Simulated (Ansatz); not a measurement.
This TiSi₂ structure is the end of a relaxation. The cell was found from a structure generator's guess, not taken from experiment.

Computed with DFT PBE, scalar-relativistic, plane waves, PAW in Ansatz 0.2.0. Cutoff 420 eV, Γ-centred mesh, Gaussian smearing, no spin polarisation.

```yaml
crystal:
  lattice:
    - [3.39626, 0.00000, 0.00000]
    - [0.00000, 3.39626, 0.00000]
    - [0.00000, 0.00000, 4.84899]
  atoms:
    - { symbol: Ti, position: [0.00000, 0.00000, 0.50000] }
    - { symbol: Si, position: [0.50000, 0.50000, 0.00000] }
    - { symbol: Si, position: [0.00000, 0.00000, 0.00000] }
```

The zero of energy is the elements' standard structures at the same level; no fitted shifts are applied.

Question: Find its symmetry and describe it.

Answer: P4/mmm (No. 123). Conventional cell: a = 3.396 Å, c = 4.849 Å. Ti is surrounded by 2 Si at 2.42 Å, 4 Ti at 3.40 Å and 8 Si at 3.41 Å; around Si on its first site lie 4 Si at 2.40 Å; Si on its second site has 4 Si at 2.40 Å and 2 Ti at 2.42 Å.

Question: What is its formation energy per atom?

Answer: +0.57 eV/atom. It can't be a ground state, since the elements alone are lower.

Question: Is it a metal?

Answer: Yes, bands cross the Fermi level on the 14×14×10 mesh.

The last run used a 14×14×10 mesh (in the run's order of axes) for its 3-atom cell and Gaussian smearing of 0.10 eV. A structure relaxed within its symmetry needn't be a true minimum. Another cell of TiSi2 relaxed alike, in Cmcm (a Materials Project cell), lies 1.13 eV/atom lower, so this cell isn't the stable form at this level.
